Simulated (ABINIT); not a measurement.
Wanted: the native input for an ABINIT 10.8.3 (patched build) run.

| Quantity | Value |
| --- | --- |
| Task | equation of state |
| Functional | PBE |
| Potentials or basis | JTH PAW PBE v2.0 |
| Cutoff | 599 eV |
| k mesh | 6 × 6 × 6 |
| Occupations | fermi-dirac, width 0.05 eV |
| Spin | no spin polarisation |
| Fine-grid cutoff | 1197.3 eV |

CdS (Hawleyite):

```
Cd S
1.0
     0.00000    2.91650    2.91650
     2.91650    0.00000    2.91650
     2.91650    2.91650    0.00000
Cd S
1 1
Cartesian
  0.0000 0.0000 0.0000
  4.3748 4.3748 4.3748
```

One way to write it, as run:

run.abi

```
ndtset 7
getwfk -1
scalecart1 3*0.9795861087
scalecart2 3*0.9864848297
scalecart3 3*0.9932883884
scalecart4 3*1.0000000000
scalecart5 3*1.0066227096
scalecart6 3*1.0131594038
scalecart7 3*1.0196128224

pp_dirpath "./"
pseudos "Cd.GGA_PBE-JTH.xml, S.GGA_PBE-JTH.xml"

acell 7.7942771716 7.7942771716 7.7942771716
rprim
     0.0000000000     0.7071067812     0.7071067812
     0.7071067812     0.0000000000     0.7071067812
     0.7071067812     0.7071067812     0.0000000000
ntypat 2
znucl 48 16
natom 2
typat 1 2
xred
     0.0000000000     0.0000000000     0.0000000000
     0.7500000000     0.7500000000     0.7500000000

ecut 22.0
pawecutdg 44.0
pawxcdev 0

kptopt 1
ngkpt 6 6 6
nshiftk 1
shiftk 0.0 0.0 0.0

ixc 11

nband 13
occopt 3
tsmear 0.00183747

nstep 100
tolvrs 1.0e-9

iomode 3
prtwf 1
prtden 0
prteig 0
prtebands 0
enunit 1
```

Potentials or basis: JTH PAW PBE v2.0.

The run is started by

```console
$ abinit run.abi > log 2>&1
```

It gave:

- Equilibrium volume: 26.04 Å³/atom
- Bulk modulus: 53 GPa
- Pressure derivative of the bulk modulus: 4.7

Caveat: pressures at fixed basis lie under the slope of the energies.

Run time: 80 s on 1 thread of Arm Neoverse V2, on a shared host, peak memory 0.15 GiB.
